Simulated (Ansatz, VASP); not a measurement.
# Two plane-wave programs on Fe

The input INCAR:

```
SYSTEM = Fe
AGGAC = 1.0
AGGAX = 1.0
ALDAC = 0.0
ALDAX = 1.0
ALGO = Normal
EDIFF = 1E-6
ENCUT = 520
GGA = B5
ISIF = 2
ISMEAR = -1
LASPH = .True.
LCHARG = .True.
LELF = .True.
LREAL = .False.
LVHAR = .True.
LWAVE = .False.
NBANDS = 10
NELM = 100
PREC = Accurate
SIGMA = 0.1
```

Contents of KPOINTS:

```
k-points
0
Gamma
  15 15 15
  0 0 0
```

The input POSCAR:

```
Fe
1.0
    2.3018537845      0.0000000000      0.0000000000
    0.0000000000      2.3018537845      0.0000000000
    0.0000000000      0.0000000000      2.3018537845
Fe
1
Direct
    0.0000000000      0.0000000000      0.0000000000
```

Input for Ansatz:

```yaml
crystal:
  lattice:
    - [2.3018537845, 0.0, 0.0]
    - [0.0, 2.3018537845, 0.0]
    - [0.0, 0.0, 2.3018537845]
  atoms:
    - { symbol: Fe, position: [0.0, 0.0, 0.0] }
hamiltonian:
  xc: blyp
  pseudopotentials:
    kind: paw
    azcp:
      Fe: "pseudopotentials/Fe.paw.azcp"
basis:
  ecutwfc: 420
  fft_grid_basis: typed
kpoints:
  mp_grid: { grid: [15, 15, 15], shift: [0, 0, 0] }
magnetization:
  spin_polarized: false
scf:
  occupations: { method: fermi_dirac, width: 0.1 }
  lower_state_search: "off"
output:
  stress: true
```

Alike in both runs: task single point; functional BLYP; k mesh 15 × 15 × 15; occupations fermi-dirac, width 0.1 eV; no spin polarisation.

|  | VASP | Ansatz |
| --- | --- | --- |
| version | VASP 6.6.1 | Ansatz 0.2.0 |
| potentials or method | VASP PAW PBE potentials, release 64 (Fe) | plane waves (420 eV) with PAW, scalar-relativistic |
| plane-wave cutoff (eV) | 520 | 420 |
| valence electrons in the cell | 8 | 16 |

```tsv
	VASP	Ansatz	Ansatz less VASP
pressure (GPa)	-0.4	-0.1	+0.28
```

The two sets of potentials don't hold the same shells in valence.

Caveats: the PAW data sets were made with another functional, which shifts forces and pressure a little (VASP); the run has no spin polarisation, though such a crystal can be magnetic. Spin polarisation is off, so any magnetic state and its effect on volume and gap are missing.
